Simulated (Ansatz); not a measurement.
## Relaxing HgSe

Method: DFT r2SCAN, scalar-relativistic, plane waves, PAW (Ansatz 0.2.0). (500 eV cutoff, 12×12×12 k-mesh, Gaussian smearing of 0.10 eV, no spin polarisation)

What was changed in HgTe: Te → Se on all its sites, cell and atoms relaxed.

Spin–orbit coupling is left out, which can shift energies with elements as heavy as these.

Command:

```bash
ansatz run input.yaml --threads 1 --pin off --max-ram 2560MiB --backend cpu --events-out ev --progress --plain --runs-dir out
```

Input:

```yaml
crystal:
  lattice:
    - [0.0, 3.1376689929, 3.1376689929]
    - [3.1376689929, 0.0, 3.1376689929]
    - [3.1376689929, 3.1376689929, 0.0]
  atoms:
    - { symbol: Hg, position: [0.0, 0.0, 0.0] }
    - { symbol: Se, position: [0.25, 0.25, 0.25] }
basis:
  ecutwfc: 500
kpoints:
  mp_grid: { grid: [12, 12, 12] }
hamiltonian:
  xc: r2scan
scf:
  occupations: { method: gaussian, width: 0.1 }
output:
  forces: true
  stress: true
  eigenvalues: true
relax:
  adjacent_minimum: "off"
  f_tol: 0.01
  max_steps: 60
  cell: { stress_tol: 0.1 }
```

F is the free energy. Steps run on the plane waves of an earlier cell, but the last one, and at times one on the way, on a freshly chosen basis, so a repeated geometry can differ a little in energy.

Steps:

```tsv
step	F − F(1) (eV)	largest force component (eV/Å)	V (Å³/atom)	P (GPa)
1	0.0000	0.000	30.890	-1.99
2	-0.0137	0.000	28.915	1.16
3	-0.0179	0.000	29.610	-0.10
4	-0.0174	0.000	29.610	-0.10
5	-0.0175	0.000	29.552	0.00
6	-0.0174	0.000	29.552	0.00
```

Relaxed structure:

```xyz
2
Lattice="0.0000 3.0917 3.0917 3.0917 0.0000 3.0917 3.0917 3.0917 0.0000" Properties=species:S:1:pos:R:3 pbc="T T T"
Hg    0.0000    0.0000    0.0000
Se    1.5458    1.5458    1.5458
```

It takes space group F-43m (No. 216, cubic). The conventional cell has a = 6.183 Å, b = 6.183 Å, c = 6.183 Å, α = 90.00°, β = 90.00°, γ = 90.00°. Hg (site symmetry -43m) is surrounded by 4 Se at 2.68 Å. Se (site symmetry -43m) has 4 Hg at 2.68 Å as nearest neighbours.

The run converged. The run took 3.1 min on 1 thread of Intel(R) Xeon(R) Platinum 8259CL CPU @ 2.50GHz (Skylake/Cascade Lake), on a shared host, peak memory 0.7 GiB.